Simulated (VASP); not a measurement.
# KF (Carobbiite) (Fm-3m) in VASP: further runs

Aim: see how the results for KF (Carobbiite) move with the level of theory and the settings. Levels: PBE, PBEsol, r2SCAN. Tasks: band structure.

Everything below comes from runs of VASP 6.6.1. Logs are shortened: lines on timing, memory, paths and dates and some standing lists are left out, and cuts for length are marked.

### 1 Starting point

It takes space group Fm-3m (No. 225, cubic). Conventional cell: a = 5.344 Å, b = 5.344 Å, c = 5.344 Å, α = 90.00°, β = 90.00°, γ = 90.00°. K (site symmetry m-3m) is surrounded by 6 F at 2.67 Å. F (site symmetry m-3m) is surrounded by 6 K at 2.67 Å.

### 2 Band structure, PBE

The input, POSCAR:

```
KF
1.0
    0.0000000000      2.6718500000      2.6718500000
    2.6718500000      0.0000000000      2.6718500000
    2.6718500000      2.6718500000      0.0000000000
K F
1 1
Direct
    0.0000000000      0.0000000000      0.0000000000
    0.5000000000      0.5000000000      0.5000000000
```

The input, INCAR.step1:

```
SYSTEM = KF
PREC = Accurate
ENCUT = 520
EDIFF = 1E-7
ISMEAR = 0
SIGMA = 0.02
LREAL = .False.
LASPH = .True.
NELM = 60
ALGO = Normal
ISIF = 2
LWAVE = .False.
LCHARG = .True.
GGA = PE
NBANDS = 15
```

The input, KPOINTS.step1:

```
Automatic mesh
0
Gamma
  10 10 10
  0 0 0
```

The input, INCAR.step2:

```
SYSTEM = KF
PREC = Accurate
ENCUT = 520
EDIFF = 1E-7
ISMEAR = 0
SIGMA = 0.05
LREAL = .False.
LASPH = .True.
NELM = 60
ALGO = Normal
ISIF = 2
LWAVE = .False.
LCHARG = .False.
GGA = PE
NBANDS = 15
ICHARG = 11
```

The input, KPOINTS.step2:

```
path GXWKGLUWLK,UX
15
line-mode
reciprocal
 0.0000000000  0.0000000000  0.0000000000  G
 0.5000000000  0.0000000000  0.5000000000  X

 0.5000000000  0.0000000000  0.5000000000  X
 0.5000000000  0.2500000000  0.7500000000  W

 0.5000000000  0.2500000000  0.7500000000  W
 0.3750000000  0.3750000000  0.7500000000  K

 0.3750000000  0.3750000000  0.7500000000  K
 0.0000000000  0.0000000000  0.0000000000  G

 0.0000000000  0.0000000000  0.0000000000  G
 0.5000000000  0.5000000000  0.5000000000  L

 0.5000000000  0.5000000000  0.5000000000  L
 0.6250000000  0.2500000000  0.6250000000  U

 0.6250000000  0.2500000000  0.6250000000  U
 0.5000000000  0.2500000000  0.7500000000  W

 0.5000000000  0.2500000000  0.7500000000  W
 0.5000000000  0.5000000000  0.5000000000  L

 0.5000000000  0.5000000000  0.5000000000  L
 0.3750000000  0.3750000000  0.7500000000  K

 0.6250000000  0.2500000000  0.6250000000  U
 0.5000000000  0.0000000000  0.5000000000  X
```

Potentials or basis: VASP PAW PBE potentials, release 64 (K_sv, F).

Run with:

```console
$ cat potpaw_PBE.64/K_sv/POTCAR potpaw_PBE.64/F/POTCAR > POTCAR
$ cp INCAR.step1 INCAR
$ cp KPOINTS.step1 KPOINTS
$ mpirun -np 1 vasp_std > vasp.out
$ cp INCAR.step2 INCAR
$ cp KPOINTS.step2 KPOINTS
$ mpirun -np 1 vasp_std > vasp.out
```

OUTCAR:

```text
SYSTEM = KF
   PREC = Accurate
   ENCUT = 520
   EDIFF = 1E-7
   ISMEAR = 0
   LREAL = .False.
   LASPH = .True.
   NELM = 60
   ISIF = 2
   GGA = PE
   ICHARG = 11

 ion  position               nearest neighbor table
   1  0.000  0.000  0.000-   2 2.67   2 2.67   2 2.67   2 2.67   2 2.67   2 2.67
   2  0.500  0.500  0.500-   1 2.67   1 2.67   1 2.67   1 2.67   1 2.67   1 2.67

  LATTYP: Found a face centered cubic cell.
 ALAT       =     5.3437000000

  Lattice vectors:

 A1 = (   0.0000000000,   2.6718500000,   2.6718500000)
 A2 = (   2.6718500000,   0.0000000000,   2.6718500000)
 A3 = (   2.6718500000,   2.6718500000,   0.0000000000)

Analysis of symmetry for initial positions (statically):
=====================================================================
 Subroutine PRICEL returns:
 Original cell was already a primitive cell.

 Routine SETGRP: Setting up the symmetry group for a
 face centered cubic supercell.

 Subroutine GETGRP returns: Found 48 space group operations
 (whereof 48 operations were pure point group operations)
 out of a pool of 48 trial point group operations.

The static configuration has the point symmetry O_h .

Analysis of symmetry for dynamics (positions and initial velocities):
=====================================================================
 Subroutine PRICEL returns:
 Original cell was already a primitive cell.

 Routine SETGRP: Setting up the symmetry group for a
 face centered cubic supercell.

 Subroutine GETGRP returns: Found 48 space group operations
 (whereof 48 operations were pure point group operations)
 out of a pool of 48 trial point group operations.

The dynamic configuration has the point symmetry O_h .

 Subroutine INISYM returns: Found 48 space group operations
 (whereof 48 operations are pure point group operations),
 and found     1 'primitive' translations

----------------------------------------------------------------------------------------

                                     Primitive cell

  volume of cell :      38.1475

  direct lattice vectors                    reciprocal lattice vectors
     0.000000000  2.671850000  2.671850000    -0.187136254  0.187136254  0.187136254
     2.671850000  0.000000000  2.671850000     0.187136254 -0.187136254  0.187136254
     2.671850000  2.671850000  0.000000000     0.187136254  0.187136254 -0.187136254

  length of vectors
     3.778566507  3.778566507  3.778566507     0.324129500  0.324129500  0.324129500

  position of ions in fractional coordinates (direct lattice)
     0.000000000  0.000000000  0.000000000
     0.500000000  0.500000000  0.500000000

  ion indices of the primitive-cell ions
   primitive index   ion index
                 1           1
                 2           2

----------------------------------------------------------------------------------------

 KPOINTS: path GXWKGLUWLK,UX

Interpolating k-points between supplied coordinates.

 Line segments in fractional coordinates (reciprocal lattice):
    0.000000  0.000000  0.000000  ...  0.500000  0.000000  0.500000
    0.500000  0.000000  0.500000  ...  0.500000  0.250000  0.750000
    0.500000  0.250000  0.750000  ...  0.375000  0.375000  0.750000
    0.375000  0.375000  0.750000  ...  0.000000  0.000000  0.000000
    0.000000  0.000000  0.000000  ...  0.500000  0.500000  0.500000
    0.500000  0.500000  0.500000  ...  0.625000  0.250000  0.625000
    0.625000  0.250000  0.625000  ...  0.500000  0.250000  0.750000
    0.500000  0.250000  0.750000  ...  0.500000  0.500000  0.500000
    0.500000  0.500000  0.500000  ...  0.375000  0.375000  0.750000
    0.625000  0.250000  0.625000  ...  0.500000  0.000000  0.500000

 Generated    15 points on each line segment, for a total of    150 k-points:

 Following reciprocal coordinates:
            Coordinates               Weight
  0.000000  0.000000  0.000000      0.006667
  0.035714  0.000000  0.035714      0.006667
  0.071429  0.000000  0.071429      0.006667
  0.107143  0.000000  0.107143      0.006667
  0.142857  0.000000  0.142857      0.006667
  0.178571  0.000000  0.178571      0.006667
[... 16 lines left out ...]
  0.500000  0.125000  0.625000      0.006667
  0.500000  0.142857  0.642857      0.006667
 [... further k-points ...]
   k-points           NKPTS =    150   k-points in BZ     NKDIM =    150   number of bands    NBANDS=     15
   number of dos      NEDOS =    301   number of ions     NIONS =      2
   total plane-waves  NPLWV =  21952
   dimension x,y,z NGX =    28 NGY =   28 NGZ =   28
   dimension x,y,z NGXF=    56 NGYF=   56 NGZF=   56
   ions per type =               1   1
   NGX,Y,Z   is equivalent  to a cutoff of  12.32, 12.32, 12.32 a.u.
   NGXF,Y,Z  is equivalent  to a cutoff of  24.64, 24.64, 24.64 a.u.
 SYSTEM =  KF
   PREC   = accura    normal or accurate (medium, high low for compatibility)
   ISTART =      0    job   : 0-new  1-cont  2-samecut
   ICHARG =     11    charge: 1-file 2-atom 10-const
[... 35 lines left out ...]
   LEPSILON=     F    determine dielectric tensor
   LRPA    =     F    only Hartree local field effects (RPA)
 non-spin polarized calculation
 Gauss-broadening in eV      SIGMA  =   0.05
  energy-cutoff  :      520.00
  volume of cell :       38.15
 maximum number of plane-waves:      1040
 NGX is ok and might be reduce to    28

 number of electron      16.0000002 magnetization

 Free energy of the ion-electron system (eV)
  ---------------------------------------------------
  ext. energy  EPLUGINS =         0.00000000
  ---------------------------------------------------
  free energy    TOTEN  =        -8.21689725 eV

  energy without entropy =       -8.21689725  energy(sigma->0) =       -8.21689725

 E-fermi :  -2.4485     XC(G=0):  -8.4037

 val. band max:       -2.8046063244   @ k =   0.0000   0.0000   0.0000
 cond. band min:       3.3612463065   @ k =   0.0000   0.0000   0.0000
 fundamental gap:      6.1658526310
 Fermi energy:        -2.4485207805

 k-point     1 :       0.0000    0.0000    0.0000
  band No.  band energies     occupation
      1     -28.9420      2.00000
      2     -21.4602      2.00000
      3     -12.1925      2.00000
      4     -12.1925      2.00000
      5     -12.1925      2.00000
      6      -2.8046      2.00000
      7      -2.8046      2.00000
      8      -2.8046      2.00000
      9       3.3612      0.00000
     10       7.8748      0.00000
     11       7.8748      0.00000
     12       7.8748      0.00000
     13       9.5464      0.00000
     14       9.5464      0.00000
     15      14.1357      0.00000

 k-point     2 :       0.0357    0.0000    0.0357
  band No.  band energies     occupation
      1     -28.9404      2.00000
      2     -21.4623      2.00000
      3     -12.1951      2.00000
      4     -12.1951      2.00000
      5     -12.1932      2.00000
      6      -2.8295      2.00000
      7      -2.8064      2.00000
      8      -2.8064      2.00000
      9       3.4102      0.00000
     10       7.8220      0.00000
     11       7.9087      0.00000
     12       7.9087      0.00000
     13       9.5596      0.00000
     14       9.5641      0.00000
     15      14.2262      0.00000

 k-point     3 :       0.0714    0.0000    0.0714
  band No.  band energies     occupation
      1     -28.9359      2.00000
      2     -21.4665      2.00000
      3     -12.2029      2.00000
      4     -12.2029      2.00000
      5     -12.1964      2.00000
      6      -2.8981      2.00000
      7      -2.8113      2.00000
      8      -2.8113      2.00000
      9       3.5522      0.00000
     10       7.6737      0.00000
     11       8.0095      0.00000
     12       8.0095      0.00000
     13       9.5989      0.00000
     14       9.6134      0.00000
     15      14.4866      0.00000
[... 343 lines left out ...]
 k-point    23 :       0.5000    0.1250    0.6250
  band No.  band energies     occupation
      1     -28.8251      2.00000
      2     -21.4899      2.00000
      3     -12.6995      2.00000
      4     -12.4548      2.00000
      5     -12.3420      2.00000
      6      -3.0373      2.00000
      7      -3.0084      2.00000
      8      -2.9007      2.00000
      9       5.8268      0.00000
     10       7.9078      0.00000
     11       8.2464      0.00000
     12      10.7795      0.00000
     13      11.4279      0.00000
     14      12.1303      0.00000
     15      12.4461      0.00000

 k-point    24 :       0.5000    0.1429    0.6429
  band No.  band energies     occupation
      1     -28.8248      2.00000
      2     -21.4925      2.00000
      3     -12.6853      2.00000
      4     -12.4695      2.00000
      5     -12.3283      2.00000
      6      -3.0757      2.00000
      7      -3.0051      2.00000
      8      -2.9106      2.00000
      9       5.9518      0.00000
     10       8.0070      0.00000
     11       8.0667      0.00000
     12      10.7576      0.00000
     13      11.4289      0.00000
     14      12.2947      0.00000
     15      12.3550      0.00000

 [... further k-points ...]

------------------------ aborting loop because EDIFF is reached ----------------------------------------

  FORCE on cell =-STRESS in cart. coord.  units (eV):
  Direction    XX          YY          ZZ          XY          YZ          ZX
  --------------------------------------------------------------------------------------
  -------------------------------------------------------------------------------------
  Total        1.2388979      1.2388979      1.2388979      0.0000000     -0.0000000      0.0000000
  in kB       52.0331209     52.0331209     52.0331209      0.0000000     -0.0000000      0.0000000
  external PRESSURE =      52.0331209 kB  Pullay stress =       0.0000000 kB

 VOLUME and BASIS-vectors are now :
 -----------------------------------------------------------------------------
  energy-cutoff  :      520.00
  volume of cell :       38.15
      direct lattice vectors                 reciprocal lattice vectors
     0.000000000  2.671850000  2.671850000    -0.187136254  0.187136254  0.187136254
     2.671850000  0.000000000  2.671850000     0.187136254 -0.187136254  0.187136254
     2.671850000  2.671850000  0.000000000     0.187136254  0.187136254 -0.187136254

 POSITION                                       TOTAL-FORCE (eV/Angst)
 -----------------------------------------------------------------------------------
      0.00000      0.00000      0.00000        -0.000000      0.000000     -0.000000
      2.67185      2.67185      2.67185         0.000000     -0.000000      0.000000
 -----------------------------------------------------------------------------------
    total drift:                                0.000000      0.000000      0.000000

  FREE ENERGIE OF THE ION-ELECTRON SYSTEM (eV)
  ---------------------------------------------------
  free  energy   TOTEN  =        -8.2168972484 eV

  energy  without entropy=       -8.2168972484  energy(sigma->0) =       -8.21689725
```

Wall time 77 s (1 thread of Intel Xeon Platinum 8259CL at 2.50GHz (Skylake/Cascade Lake), shared host); peak memory 0.2 GiB.

Results:

```yaml
Band_gap_on_the_k_mesh: 6.17 eV, direct
Band_gap_along_the_path: 6.17 eV, direct
```

Levels at the corners of the path, in eV from the valence-band top:
```tsv
point	band 6	band 7	band 8	band 9	band 10	band 11
Γ	0.00	0.00	0.00	6.17	10.68	10.68
X	-0.21	-0.06	-0.06	8.20	10.30	11.81
X	-0.21	-0.06	-0.06	8.20	10.30	11.81
W	-0.40	-0.16	-0.16	9.73	9.73	11.20
W	-0.40	-0.16	-0.16	9.73	9.73	11.20
K	-0.34	-0.20	-0.20	8.95	10.73	11.07
K	-0.34	-0.20	-0.20	8.95	10.73	11.07
Γ	0.00	0.00	0.00	6.17	10.68	10.68
Γ	0.00	0.00	0.00	6.17	10.68	10.68
L	-0.79	-0.35	-0.35	9.07	10.61	12.07
L	-0.79	-0.35	-0.35	9.07	10.61	12.07
U	-0.34	-0.20	-0.20	8.95	10.73	11.07
U	-0.34	-0.20	-0.20	8.95	10.73	11.07
W	-0.40	-0.16	-0.16	9.73	9.73	11.20
W	-0.40	-0.16	-0.16	9.73	9.73	11.20
L	-0.79	-0.35	-0.35	9.07	10.61	12.07
L	-0.79	-0.35	-0.35	9.07	10.61	12.07
K	-0.34	-0.20	-0.20	8.95	10.73	11.07
U	-0.34	-0.20	-0.20	8.95	10.73	11.07
X	-0.21	-0.06	-0.06	8.20	10.30	11.81
```

Caveat: the log is that of the step along the path at fixed density, whose energy, stress, charges and moments have no meaning. Expect the measured gap to be larger: semilocal functionals such as PBE lack the derivative discontinuity.

(Part 1 of 2 ends here.)
